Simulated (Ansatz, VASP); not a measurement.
This is a calculation of Be for VASP 6.6.1. This isn't the form of Be at room conditions, which is hcp.

File INCAR:

```
ALGO = Normal
EDIFF = 1E-6
EDIFFG = -0.01
ENCUT = 600
GGA = PE
IBRION = 2
ISIF = 3
ISMEAR = -1
LASPH = True
LCHARG = False
LREAL = False
LWAVE = False
NELM = 60
NSW = 60
PREC = Accurate
SIGMA = 0.05
```

File KPOINTS:

```
k-points
0
Gamma
  13 13 10
```

Contents of POSCAR:

```
Be
1.0
    2.0208100000      0.0000000000      0.0000000000
    0.0000000000      2.0208100000      0.0000000000
    0.0000000000      0.0000000000      2.6616400000
Be
1
Direct
    0.0000000000      0.0000000000      0.5000000000
```

Potentials or basis: VASP PAW PBE potentials, release 64 (Be).

Command:

```console
$ cat potpaw_PBE.64/Be/POTCAR > POTCAR
$ mpirun -np 1 vasp_std > vasp.out
```

Task: Set up the same calculation for Ansatz 0.2.0. Potentials or basis there: Ansatz PAW, cutoff 420 eV.

Result: As run (cutoffs and basis follow the program's own potentials, and thresholds, step limits or extra output files can differ):

File input.yaml:

```yaml
crystal:
  lattice:
    - [2.02081, 0.0, 0.0]
    - [0.0, 2.02081, 0.0]
    - [0.0, 0.0, 2.66164]
  atoms:
    - { symbol: Be, position: [0.0, 0.0, 0.5] }
hamiltonian:
  xc: pbe
  pseudopotentials: { kind: paw }
kpoints:
  mp_grid: { grid: [13, 13, 10] }
scf:
  occupations: { method: fermi_dirac, width: 0.05 }
output:
  forces: true
  stress: true
  eigenvalues: true
relax:
  f_tol: 0.01
  max_steps: 40
  cell: { stress_tol: 0.05 }
```

Potentials or basis: Ansatz PAW.

The run is started by

```sh
$ ansatz run input.yaml --threads 2 --pin off --max-ram 5632MiB --backend cpu --events-out ev --progress --plain --runs-dir out
```

Both were run:

|  | VASP | Ansatz |
| --- | --- | --- |
| Relaxed volume | 10.89 Å³/atom | 10.89 Å³/atom |
| Relaxed cell | a = 2.022 Å, b = 2.022 Å, c = 2.663 Å, α = 90.00°, β = 90.00°, γ = 90.00° | a = 2.021 Å, b = 2.021 Å, c = 2.665 Å, α = 90.00°, β = 90.00°, γ = 90.00° |
| Space group after relaxing | P4/mmm (No. 123) | P4/mmm (No. 123) |
| Pressure after relaxing | 0.1 GPa | 0.0 GPa |

Ansatz's pressure holds a Pulay term of +0.02 GPa for its cutoff of 420 eV, which the other run lacks.

Where Ansatz's input types no cutoff or centring, it takes its own default and a Γ-centred mesh.

Pressure is positive in compression.
